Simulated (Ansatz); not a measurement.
The system is Br.

```
CELL_PARAMETERS angstrom
3.36325 -2.32255 0.00000
3.36325 2.32255 0.00000
0.00000 0.00000 8.70230
ATOMIC_POSITIONS crystal
Br 0.36510 0.63490 0.39010
Br 0.13490 0.86510 0.89010
Br 0.63490 0.36510 0.60990
Br 0.86510 0.13490 0.10990
```

Base run:

```yaml
Program: Ansatz 0.2.0
Functional: PBEsol
Potentials_or_basis: Ansatz PAW
Cutoff: 420 eV
Density_cutoff: 1680 eV
k_mesh: 7 × 7 × 3
Occupations: fermi-dirac, width 0.05 eV
Spin: no spin polarisation
```

Its results: band gap on the k mesh 1.84 eV, indirect (least direct gap 1.86 eV); pressure 0.1 GPa; largest force 0.722 eV/Å.

After a change of settings the same cell gave: band gap on the k mesh 1.75 eV, indirect (least direct gap 1.77 eV); pressure -1.2 GPa; largest force 0.695 eV/Å. Which change was it?
A. functional from PBEsol to PBE; occupations from fermi-dirac, width 0.05 eV to gaussian, width 0.03 eV
B. functional from PBEsol to LDA
C. k mesh from 7 × 7 × 3 to 6 × 6 × 4; occupations from fermi-dirac, width 0.05 eV to fixed; potential files from those of the base run to others of the same set

B.

LDA binds more tightly than PBEsol, so the same cell stands under less pressure.

Caveats: the PAW data sets come from PBE, with cores solved anew for the run's functional, which leaves a small shift of forces and pressure.

Not every run made on this cell is shown here.
